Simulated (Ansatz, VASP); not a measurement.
# One calculation of Si, two programs

```
Si
1.0
     0.00679    2.71547    2.71547
     2.72226    0.00000    2.72226
     2.71547    2.71547    0.00679
Si
2
Direct
  0.50000 0.50000 0.50000
  0.75000 0.75000 0.75000
```

Change from the starting cell: strain +0.0050 x Voigt [0, 0, 0, 0, 1, 0], atoms carried along.

Alike in both runs: task single point; functional LDA; k mesh 10 × 10 × 10; occupations gaussian, width 0.05 eV; no spin polarisation.

```csv
,VASP,Ansatz
version,VASP 6.6.1,Ansatz 0.2.0
potentials or method,"VASP PAW LDA potentials, release 64 (Si)","scalar-relativistic, plane waves, PAW"
plane-wave cutoff (eV),520,420
valence electrons in the cell,8,8
```

|  | VASP | Ansatz | Ansatz less VASP |
| --- | --- | --- | --- |
| gap on the k mesh at the Fermi level (eV) | 0.47 | 0.47 | +0.002 |
| least direct gap on the mesh (eV) | 2.48 | 2.48 | +0.002 |
| pressure (GPa) | -1.5 | -1.5 | -0.04 |
| largest component of the traceless stress (GPa) | 0.51 | 0.50 | -0.004 |
| rms of the force components (eV/Å) | 0.027 | 0.027 | -0.0001 |

Atom by atom the forces differ by 0.000 eV/Å (rms over components).

A k mesh can miss the band edges.
